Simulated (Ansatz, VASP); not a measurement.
Pb: VASP beside Ansatz

The input INCAR:

```
  ALGO = Normal
  EDIFF = 1E-6
  ENCUT = 520
  GGA = RE
  ISIF = 2
  ISMEAR = -1
  LASPH = True
  LCHARG = True
  LELF = True
  LREAL = False
  LVHAR = True
  LWAVE = False
  NBANDS = 13
  NELM = 80
  PREC = Accurate
  SIGMA = 0.1
```

KPOINTS

```
k-points
0
Gamma
  11 11 11
```

POSCAR

```
Pb
1.0
    3.3280113043      0.0000000000      0.0000000000
    0.0000000000      3.3280113043      0.0000000000
    0.0000000000      0.0000000000      3.3280113043
Pb
1
Direct
    0.0000000000      0.0000000000      0.0000000000
```

Input for Ansatz:

```yaml
crystal:
  lattice:
    - [3.3280113043, 0.0, 0.0]
    - [0.0, 3.3280113043, 0.0]
    - [0.0, 0.0, 3.3280113043]
  atoms:
    - { symbol: Pb, position: [0.0, 0.0, 0.0] }
hamiltonian:
  xc: revpbe
  pseudopotentials:
    kind: paw
    azcp:
      Pb: "pseudopotentials/Pb.paw.azcp"
basis:
  ecutwfc: 420
  fft_grid_basis: typed
kpoints:
  mp_grid: { grid: [11, 11, 11], shift: [0, 0, 0] }
magnetization:
  spin_polarized: false
scf:
  occupations: { method: fermi_dirac, width: 0.1 }
  lower_state_search: "off"
output:
  stress: true
```

Alike in both runs: task single point; functional revPBE; k mesh 11 × 11 × 11; occupations fermi-dirac, width 0.1 eV; no spin polarisation.

```csv
,VASP,Ansatz
version,VASP 6.6.1,Ansatz 0.2.0
potentials or method,"VASP PAW PBE potentials, release 64 (Pb_d)","plane waves (420 eV) with PAW, scalar-relativistic"
plane-wave cutoff (eV),520,420
valence electrons in the cell,14,14
```

```csv
,VASP,Ansatz,Ansatz less VASP
pressure (GPa),-1.1,-1.1,+0.02
```

Caveats: the PAW data sets were made with another functional, which shifts forces and pressure a little (VASP). Spin-orbit coupling is left out, which matters for the levels of Pb.
